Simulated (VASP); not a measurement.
# A point defect in a supercell of Bi2Se3 (Paraguanajuatite), part 2 of 4

Wanted: what a point defect costs in Bi2Se3 (Paraguanajuatite) and how the lattice relaxes round it. The start is a cell from a database of measured crystal structures.

VASP 6.6.1, plane waves and PAW; the level of theory is named at each step.

So far. Step 2 (The host at zero pressure): An edge changed by 7 % against the database cell. Without a dispersion term, weakly bound directions of a crystal swell by this much or more. Step 3 (Relax the host again, on a new basis): The start already met the threshold, so nothing moved. The relaxed cell has a = 4.185, c = 30.796 Å (conventional setting).

### Step 4. The host's dielectric tensor, for the charge correction

Level of this step: PBE; plane waves and PAW (Bi, Se) (VASP).

Charged cells interact with their images through the host's screening, so the correction needs its dielectric constant.

The input, INCAR:

```
SYSTEM = Bi2Se3
PREC = Accurate
ENCUT = 300
EDIFF = 1E-08
NELM = 120
ISMEAR = 0
SIGMA = 0.05
LREAL = .FALSE.
ALGO = Normal
GGA = PE
NBANDS = 20
LWAVE = .FALSE.
LCHARG = .FALSE.
KPAR = 4
LASPH = .TRUE.
LEPSILON = .TRUE.
IBRION = 8
NSW = 1
```

The input, POSCAR:

```
Bi2Se3
1.0
    2.0922548817      1.2079639191     10.2652802638
   -2.0922548817      1.2079639191     10.2652802638
    0.0000000000     -2.4159278384     10.2652802638
Bi Se
2 3
Direct
    0.6035929440      0.6035929440      0.6035929440
    0.3964070560      0.3964070560      0.3964070560
    0.7807891332      0.7807891332      0.7807891332
    0.2192108668      0.2192108668      0.2192108668
    0.0000000000      0.0000000000      0.0000000000
```

The input, KPOINTS:

```
Automatic mesh
0
Gamma
6 6 6
0 0 0
```

The projector-augmented-wave data sets are Bi and Se (PBE family, release 64).

The run is started by

```bash
> mpirun -np 4 vasp_std
```

What it wrote:

```text
[... set-up lines as in an earlier step ...]
 entering main loop
       N       E                     dE             d eps       ncg     rms          rms(c)
DAV:   1     0.102163278153E+03    0.10216E+03   -0.78375E+03  1280   0.732E+02
DAV:   2    -0.121364455102E+02   -0.11430E+03   -0.11078E+03  1764   0.149E+02
DAV:   3    -0.208909556760E+02   -0.87545E+01   -0.86528E+01  1516   0.448E+01
DAV:   4    -0.211097847529E+02   -0.21883E+00   -0.21835E+00  1816   0.748E+00
[...]
DAV:  16    -0.202314725877E+02   -0.90835E-07   -0.35057E-08  1460   0.101E-03    0.867E-04
DAV:  17    -0.202314726271E+02   -0.39354E-07   -0.35638E-08  1412   0.973E-04    0.170E-04
DAV:  18    -0.202314726184E+02    0.86809E-08   -0.32682E-09   760   0.341E-04
   1 F= -.20231473E+02 E0= -.20231473E+02  d E =-.400081E-12
 Linear response reoptimize wavefunctions to high precision
DAV:   1    -0.202314726273E+02   -0.88833E-08   -0.79021E-10   800   0.163E-04
DAV:   2    -0.202314726274E+02   -0.11096E-09   -0.14885E-10   744   0.624E-05
DAV:   3    -0.202314726274E+02    0.36380E-10   -0.44682E-11   744   0.332E-05
 Linear response G [H, r] |phi>, progress :
  Direction:   1
       N       E                     dE             d eps       ncg     rms
RMM:   1    -0.154108746416E+03   -0.15411E+03    0.98168E+01  3170   0.845E+01
RMM:   2    -0.128639745846E+03    0.25469E+02   -0.22980E+01  2060   0.233E+01
RMM:   3    -0.128938907765E+03   -0.29916E+00   -0.68373E-01  2070   0.366E+00
RMM:   4    -0.128953520883E+03   -0.14613E-01   -0.33526E-02  2185   0.763E-01
[...]
RMM:  13    -0.128953804640E+03   -0.49028E-06    0.47920E-05  1156   0.573E-04
RMM:  14    -0.128953804206E+03    0.43418E-06   -0.89801E-06  1063   0.572E-04
RMM:  15    -0.128953804305E+03   -0.98619E-07    0.77523E-05   968   0.572E-04
 Linear response G [H, r] |phi>, progress :
  Direction:   2
       N       E                     dE             d eps       ncg     rms
RMM:   1    -0.151480870642E+03   -0.15148E+03    0.10646E+02  3109   0.841E+01
RMM:   2    -0.123700372514E+03    0.27780E+02   -0.21776E+01  2057   0.228E+01
RMM:   3    -0.124082392536E+03   -0.38202E+00   -0.60765E-01  2087   0.361E+00
RMM:   4    -0.124100765679E+03   -0.18373E-01   -0.32630E-02  2197   0.755E-01
[...]
RMM:  13    -0.124100952799E+03    0.38713E-06    0.10924E-03  1178   0.501E-04
RMM:  14    -0.124100952675E+03    0.12478E-06    0.11415E-03  1056   0.500E-04
RMM:  15    -0.124100952518E+03    0.15616E-06    0.10605E-03  1005   0.500E-04
 Linear response G [H, r] |phi>, progress :
  Direction:   3
       N       E                     dE             d eps       ncg     rms
RMM:   1    -0.161012165587E+03   -0.16101E+03    0.91717E+01  3135   0.862E+01
RMM:   2    -0.125537954246E+03    0.35474E+02   -0.25146E+01  2051   0.241E+01
[...]
N       E                     dE             d eps       ncg     rms          rms(c)
RMM:   1    -0.402857022143E-01   -0.40286E-01    0.32702E-02  2708   0.877E-01
RMM:   2    -0.396174563736E-01    0.66825E-03   -0.29218E-03  2019   0.244E-01    0.803E-02
RMM:   3    -0.388270989591E-01    0.79036E-03   -0.52720E-04  2050   0.802E-02    0.507E-02
RMM:   4    -0.385091295344E-01    0.31797E-03   -0.79789E-05  2082   0.394E-02    0.307E-02
[...]
RMM:  10    -0.382137014203E-01   -0.10283E-06   -0.38330E-09  2135   0.250E-04    0.462E-05
RMM:  11    -0.382138586976E-01   -0.15728E-06    0.76957E-09  2113   0.987E-05    0.141E-05
RMM:  12    -0.382138683532E-01   -0.96556E-08    0.58299E-09  2262   0.298E-05    0.423E-06
 first order change of Fermi-energy  -0.28781E+00
 force on displaced ion       1 direction 3 :   0.000   0.000  -8.720
 Born effective charge ion    1 direction 3 :   0.000  -0.000   1.646
 Linear response progress:
  Degree of freedom:   3/  6
       N       E                     dE             d eps       ncg     rms          rms(c)
RMM:   1    -0.833882155425E-01   -0.83388E-01    0.66242E-02  9551   0.144E+00
RMM:   2    -0.825224993662E-01    0.86572E-03   -0.29998E-03  6940   0.254E-01    0.619E-02
RMM:   3    -0.827354519803E-01   -0.21295E-03   -0.13596E-04  7276   0.532E-02    0.352E-02
RMM:   4    -0.830213268933E-01   -0.28587E-03   -0.42787E-05  7337   0.306E-02    0.523E-03
[...]
RMM:  10    -0.830182925195E-01    0.15889E-07   -0.10265E-08  7953   0.253E-05    0.596E-06
RMM:  11    -0.830183123438E-01   -0.19824E-07   -0.16626E-09  8069   0.123E-05    0.181E-06
RMM:  12    -0.830183177405E-01   -0.53967E-08    0.30916E-09  7445   0.945E-06    0.489E-07
 first order change of Fermi-energy  -0.23827E-03
 force on displaced ion       3 direction 1 :  -3.513  -0.000   0.001
 Born effective charge ion    3 direction 1 :  -4.092   0.001   0.001
 Linear response progress:
  Degree of freedom:   4/  6
       N       E                     dE             d eps       ncg     rms          rms(c)
RMM:   1    -0.103779995833E+00   -0.10378E+00    0.60826E-02  2556   0.142E+00
RMM:   2    -0.101719738184E+00    0.20603E-02   -0.32205E-03  1978   0.257E-01    0.701E-02
RMM:   3    -0.101707839646E+00    0.11899E-04   -0.16208E-04  2044   0.567E-02    0.432E-02
RMM:   4    -0.101741074172E+00   -0.33235E-04   -0.41771E-05  2101   0.268E-02    0.223E-02
[...]
RMM:  11    -0.101764102195E+00    0.17709E-07   -0.25629E-08  2229   0.444E-05    0.663E-06
RMM:  12    -0.101764122462E+00   -0.20267E-07   -0.56412E-09  2167   0.199E-05    0.202E-06
RMM:  13    -0.101764126245E+00   -0.37830E-08    0.33126E-09  2225   0.921E-06    0.952E-07
 first order change of Fermi-energy  -0.58873E+00
 force on displaced ion       3 direction 3 :   0.000   0.000  -6.153
 Born effective charge ion    3 direction 3 :   0.000   0.000  -0.528
 Linear response progress:
  Degree of freedom:   5/  6
       N       E                     dE             d eps       ncg     rms          rms(c)
RMM:   1    -0.842094846723E-01   -0.84209E-01    0.69109E-02  5607   0.134E+00
RMM:   2    -0.831580362034E-01    0.10514E-02   -0.32902E-03  4343   0.231E-01    0.523E-02
RMM:   3    -0.834389218041E-01   -0.28089E-03   -0.12226E-04  4437   0.465E-02    0.306E-02
RMM:   4    -0.838276398031E-01   -0.38872E-03   -0.47200E-05  4366   0.310E-02    0.553E-03
RMM:   5    -0.838089566599E-01    0.18683E-04   -0.15541E-06  4492   0.556E-03    0.305E-03
```

The job ended after 46 min (4 MPI ranks of Intel Xeon Platinum 8488C (Sapphire Rapids), shared host).

The run was stopped at its time limit, so it gives no result of its own.

### Step 5. The supercell without the defect

System of this step: Bi2Se3 (Paraguanajuatite). It takes space group R-3m (No. 166, trigonal). Conventional cell: a = 4.185 Å, b = 4.185 Å, c = 30.796 Å, α = 90.00°, β = 90.00°, γ = 120.00°. Nearest to Bi lie 6 Se at 2.88 to 3.10 Å. Nearest to Se lie 3 Bi at 2.88 Å. Se has 6 Bi at 3.10 Å nearest. Farther neighbours and most contacts between anions are not listed.

The same cell, mesh and cutoff without the defect give the energy to subtract and, in a gapped host, the band edges to count from, so that most errors cancel.

The input, INCAR:

```
SYSTEM = Bi2Se3
PREC = Normal
ENCUT = 300
EDIFF = 1E-05
NELM = 120
ISMEAR = 0
SIGMA = 0.05
LREAL = Auto
ALGO = Fast
GGA = PE
NBANDS = 108
LORBIT = 11
LWAVE = .FALSE.
LCHARG = .FALSE.
KPAR = 4
LASPH = .TRUE.
```

The input, POSCAR:

```
Bi2Se3
1.0
    2.0922548817      3.6238917573     30.7958407914
   -2.0922548817      1.2079639191     10.2652802638
    0.0000000000     -7.2477835152     30.7958407914
Bi Se
12 18
Direct
    0.3017964720      0.3017964720      0.2011976480
    0.3017964720      0.3017964720      0.5345309813
    0.3017964720      0.3017964720      0.8678643147
    0.8017964720      0.8017964720      0.2011976480
    0.8017964720      0.8017964720      0.5345309813
    0.8017964720      0.8017964720      0.8678643147
    0.1982035280      0.1982035280      0.1321356853
    0.1982035280      0.1982035280      0.4654690187
    0.1982035280      0.1982035280      0.7988023520
    0.6982035280      0.6982035280      0.1321356853
    0.6982035280      0.6982035280      0.4654690187
    0.6982035280      0.6982035280      0.7988023520
    0.3903945666      0.3903945666      0.2602630444
    0.3903945666      0.3903945666      0.5935963777
    0.3903945666      0.3903945666      0.9269297111
    0.8903945666      0.8903945666      0.2602630444
    0.8903945666      0.8903945666      0.5935963777
    0.8903945666      0.8903945666      0.9269297111
    0.1096054334      0.1096054334      0.0730702889
    0.1096054334      0.1096054334      0.4064036223
    0.1096054334      0.1096054334      0.7397369556
    0.6096054334      0.6096054334      0.0730702889
    0.6096054334      0.6096054334      0.4064036223
    0.6096054334      0.6096054334      0.7397369556
    0.0000000000      0.0000000000      0.0000000000
    0.0000000000      0.0000000000      0.3333333333
    0.0000000000      0.0000000000      0.6666666667
    0.5000000000      0.5000000000      0.0000000000
    0.5000000000      0.5000000000      0.3333333333
    0.5000000000      0.5000000000      0.6666666667
```

The input, KPOINTS:

```
Automatic mesh
0
Gamma
2 4 1
0 0 0
```

The run is started by

```bash
> mpirun -np 4 vasp_std
```

What it wrote:

```text
[banner, memory and clock lines left out]
running    4 mpi-ranks, on    1 nodes
 distrk:  each k-point on    1 cores,    4 groups
 distr:  one band on    1 cores,    1 groups

 POSCAR found type information on POSCAR BiSe
 POSCAR found :  2 types and      30 ions
 LDA part: xc-table for (Slater+PW92), standard interpolation
 POSCAR, INCAR and KPOINTS ok, starting setup
 FFT: planning ... GRIDC
 FFT: planning ... GRID_SOFT
 FFT: planning ... GRID
 WAVECAR not read
 entering main loop
       N       E                     dE             d eps       ncg     rms          rms(c)
DAV:   1     0.728256362475E+03    0.72826E+03   -0.46322E+04  1296   0.821E+02
DAV:   2    -0.433836276306E+02   -0.77164E+03   -0.74347E+03  1624   0.170E+02
DAV:   3    -0.123360495980E+03   -0.79977E+02   -0.78769E+02  1528   0.593E+01
DAV:   4    -0.126466750335E+03   -0.31063E+01   -0.30867E+01  1896   0.115E+01
DAV:   5    -0.126535113850E+03   -0.68364E-01   -0.68240E-01  1696   0.180E+00    0.157E+01
RMM:   6    -0.121006680129E+03    0.55284E+01   -0.12225E+01  1313   0.516E+00    0.893E+00
RMM:   7    -0.121169125522E+03   -0.16245E+00   -0.48605E+00  1392   0.319E+00    0.496E+00
RMM:   8    -0.121176821589E+03   -0.76961E-02   -0.44452E-01  1471   0.144E+00    0.732E-01
RMM:   9    -0.121176833819E+03   -0.12230E-04   -0.17138E-01  1734   0.645E-01    0.502E-01
RMM:  10    -0.121177202146E+03   -0.36833E-03   -0.20112E-02  1830   0.255E-01    0.480E-01
RMM:  11    -0.121176855470E+03    0.34668E-03   -0.25248E-03  1822   0.849E-02    0.443E-01
RMM:  12    -0.121178090601E+03   -0.12351E-02   -0.44209E-02  2103   0.288E-01    0.390E-01
RMM:  13    -0.121174938147E+03    0.31525E-02   -0.45400E-03  1531   0.118E-01    0.190E-01
RMM:  14    -0.121174920773E+03    0.17374E-04   -0.72493E-04  1659   0.475E-02    0.173E-01
RMM:  15    -0.121174915611E+03    0.51612E-05   -0.11374E-04  1463   0.165E-02    0.172E-01
RMM:  16    -0.121175077550E+03   -0.16194E-03   -0.47195E-05  1332   0.133E-02    0.203E-01
RMM:  17    -0.121174516139E+03    0.56141E-03   -0.11868E-03  2353   0.537E-02    0.679E-02
RMM:  18    -0.121174499156E+03    0.16983E-04   -0.57707E-05  1297   0.120E-02    0.539E-02
RMM:  19    -0.121174493972E+03    0.51848E-05   -0.92721E-06  1019   0.571E-03
   1 F= -.12117449E+03 E0= -.12117449E+03  d E =-.557935E-11
```

Elapsed: 23 min, on 4 MPI ranks; peak memory 7.4 GiB; 1.5 h of CPU time.

OUTCAR, selected parts (step 5):

```text
  LATTYP: Found a triclinic cell.
 ALAT       =     8.3690195268
 B/A-ratio  =     2.1419230286
 C/A-ratio  =     2.1419230286
 COS(alpha) =     0.0081009333
 COS(beta)  =     0.4668701847
 COS(gamma) =     0.8170228232

 Subroutine GETGRP returns: Found  2 space group operations
 (whereof  2 operations were pure point group operations)

The static configuration has the point symmetry S_2 .

 Found      6 irreducible k-points:

   k-points           NKPTS =      6   k-points in BZ     NKDIM =      6   number of bands    NBANDS=    108

   dimension x,y,z NGX =   140 NGY =   48 NGZ =  140
   dimension x,y,z NGXF=   280 NGYF=   96 NGZF=  280

   ENCUT  =  300.0 eV  22.05 Ry    4.70 a.u.  43.89 14.89 44.68*2*pi/ulx,y,z

   NELECT =     168.0000    total number of electrons

 E-fermi :   3.3605

 k-point     1 :       0.0000    0.0000    0.0000
  band No.  band energies     occupation
    ...
     80       2.7759      2.00000
     81       2.7759      2.00000
     82       2.7998      2.00000
     83       2.7998      2.00000
     84       3.1355      2.00000
     85       3.7373      0.00000
     86       4.4517      0.00000
     87       4.5305      0.00000
     88       4.5305      0.00000
     89       5.0061      0.00000
    ...

 k-point     2 :       0.5000    0.0000    0.0000
  band No.  band energies     occupation
    ...
     80       2.6533      2.00000
     81       2.7733      2.00000
     82       2.7733      2.00000
     83       2.8932      2.00000
     84       2.8932      2.00000
     85       4.6211      0.00000
     86       4.6211      0.00000
     87       5.0227      0.00000
     88       5.0227      0.00000
     89       5.2899      0.00000
    ...

  Total        1.0493643      0.8849203      1.4114843      0.7950687     -0.3159637     -0.9207838
  in kB        1.8000933      1.5180039      2.4212786      1.3638712     -0.5420083     -1.5795245
  external PRESSURE =       1.9131253 kB  Pullay stress =       0.0000000 kB

  energy-cutoff  :      300.00
  volume of cell :      933.99
      direct lattice vectors                 reciprocal lattice vectors
     2.092254882  3.623891757 30.795840791     0.119488310  0.068986608  0.016235959
    -2.092254882  1.207963919 10.265280264    -0.358464930  0.068986608  0.016235959
     0.000000000 -7.247783515 30.795840791    -0.000000000 -0.091982144  0.010823972

 POSITION                                       TOTAL-FORCE (eV/Angst)
 -----------------------------------------------------------------------------------
      0.00000     -0.00000     18.58815         0.004046      0.003067     -0.075483
      0.00000     -2.41593     28.85343         0.004046      0.003067     -0.075483
      0.00000     -4.83186     39.11871         0.004046      0.003067     -0.075483
      0.00000      2.41593     39.11871         0.004046      0.003067     -0.075483
      0.00000     -0.00000     49.38399         0.004046      0.003067     -0.075483
      0.00000     -2.41593     59.64927         0.004046      0.003067     -0.075483
      0.00000      0.00000     12.20769        -0.004046     -0.003067      0.075483
      0.00000     -2.41593     22.47297        -0.004046     -0.003067      0.075483
      0.00000     -4.83186     32.73825        -0.004046     -0.003067      0.075483
      0.00000      2.41593     32.73825        -0.004046     -0.003067      0.075483
      0.00000     -0.00000     43.00353        -0.004046     -0.003067      0.075483
      0.00000     -2.41593     53.26881        -0.004046     -0.003067      0.075483
      0.00000     -0.00000     24.04506        -0.007519      0.002548     -0.090745
      0.00000     -2.41593     34.31034        -0.007519      0.002548     -0.090745
      0.00000     -4.83186     44.57562        -0.007519      0.002548     -0.090745
      0.00000      2.41593     44.57562        -0.007519      0.002548     -0.090745
      0.00000     -0.00000     54.84090        -0.007519      0.002548     -0.090745
      0.00000     -2.41593     65.10618        -0.007519      0.002548     -0.090745
      0.00000      0.00000      6.75078         0.007519     -0.002548      0.090745
      0.00000     -2.41593     17.01606         0.007519     -0.002548      0.090745
      0.00000     -4.83186     27.28134         0.007519     -0.002548      0.090745
      0.00000      2.41593     27.28134         0.007519     -0.002548      0.090745
      0.00000     -0.00000     37.54662         0.007519     -0.002548      0.090745
      0.00000     -2.41593     47.81190         0.007519     -0.002548      0.090745
      0.00000      0.00000      0.00000        -0.000000     -0.000000     -0.000000
      0.00000     -2.41593     10.26528        -0.000000     -0.000000     -0.000000
      0.00000     -4.83186     20.53056        -0.000000     -0.000000     -0.000000
      0.00000      2.41593     20.53056        -0.000000     -0.000000     -0.000000
      0.00000      0.00000     30.79584        -0.000000     -0.000000     -0.000000
      0.00000     -2.41593     41.06112        -0.000000     -0.000000     -0.000000
 -----------------------------------------------------------------------------------
    total drift:                               -0.000000      0.000000      0.000000

  FREE ENERGIE OF THE ION-ELECTRON SYSTEM (eV)
  ---------------------------------------------------
  free  energy   TOTEN  =      -121.1744939715 eV

  energy  without entropy=     -121.1744939715  energy(sigma->0) =     -121.17449397

 total charge
# of ion       s       p       d       tot
------------------------------------------
    1        1.824   1.493   0.145   3.463
    2        1.824   1.493   0.145   3.463
    3        1.824   1.493   0.145   3.463
    4        1.824   1.493   0.145   3.463
    5        1.824   1.493   0.145   3.463
    6        1.824   1.493   0.145   3.463
    7        1.824   1.493   0.145   3.463
    8        1.824   1.493   0.145   3.463
    9        1.824   1.493   0.145   3.463
   10        1.824   1.493   0.145   3.463
   11        1.824   1.493   0.145   3.463
   12        1.824   1.493   0.145   3.463
   13        1.484   2.267   0.018   3.769
   14        1.484   2.267   0.018   3.769
   15        1.484   2.267   0.018   3.769
   16        1.484   2.267   0.018   3.769
   17        1.484   2.267   0.018   3.769
   18        1.484   2.267   0.018   3.769
   19        1.484   2.267   0.018   3.769
   20        1.484   2.267   0.018   3.769
   21        1.484   2.267   0.018   3.769
   22        1.484   2.267   0.018   3.769
   23        1.484   2.267   0.018   3.769
   24        1.484   2.267   0.018   3.769
   25        1.469   2.320   0.018   3.808
   26        1.469   2.320   0.018   3.808
   27        1.469   2.320   0.018   3.808
   28        1.469   2.320   0.018   3.808
   29        1.469   2.320   0.018   3.808
   30        1.469   2.320   0.018   3.808
--------------------------------------------------
tot         48.522  59.036   2.067 109.625

[... 7 further parts left out ...]
```

Numbers from this step:

- electronic cycles: 19
- electrons: 168
- free energy (TOTEN): -121.1745 eV
- Fermi energy: 3.361 eV
- gap on the k-mesh: 0.6018 eV

Force (size) by element, in eV/Å:

| element | atoms | mean | spread (r.m.s.) | least | largest |
| --- | --- | --- | --- | --- | --- |
| Bi | 12 | 0.0757 | 0.0000 | 0.0757 | 0.0757 |
| Se | 18 | 0.0607 | 0.0429 | 0.0000 | 0.0911 |

The atoms with the largest values:

| atom | x, y, z (Å) | force (eV/Å) |
| --- | --- | --- |
| Se13 | 0.00, 0.00, 24.05 | -0.0075, 0.0025, -0.0907 |
| Se14 | 0.00, -2.42, 34.31 | -0.0075, 0.0025, -0.0907 |
| Se15 | 0.00, -4.83, 44.58 | -0.0075, 0.0025, -0.0907 |
| Se16 | 0.00, 2.42, 44.58 | -0.0075, 0.0025, -0.0907 |
| Se20 | 0.00, -2.42, 17.02 | 0.0075, -0.0025, 0.0907 |
| Se19 | 0.00, 0.00, 6.75 | 0.0075, -0.0025, 0.0907 |
| Se18 | 0.00, -2.42, 65.11 | -0.0075, 0.0025, -0.0907 |
| Se17 | 0.00, 0.00, 54.84 | -0.0075, 0.0025, -0.0907 |

No direct gap is given, since this cell folds other wave vectors onto the zone centre.

The perfect cell has a gap of 0.60 eV on this mesh, with its valence-band top at 3.135 eV, and only the neutral defect is run.

(Part 2 of 4 ends here.)

[Lines on the potential files, build, host, timing and source positions are cut from VASP's logs without a mark.]

[Logs are printed without paths, hosts, clocks, repeated set-up lines and the standing remarks that a program may print on its own settings, such as how far it seeks lower states.]

[Hosts, paths, dates, database ids (printed as entryN), source tags and the programs' standing remarks are cut or masked in the printed files.]

[In band tables of VASP the shares of atoms and orbitals are scaled to a sum of 1 inside the atoms' spheres.]

[Runs that stopped without an error message from VASP are left out.]
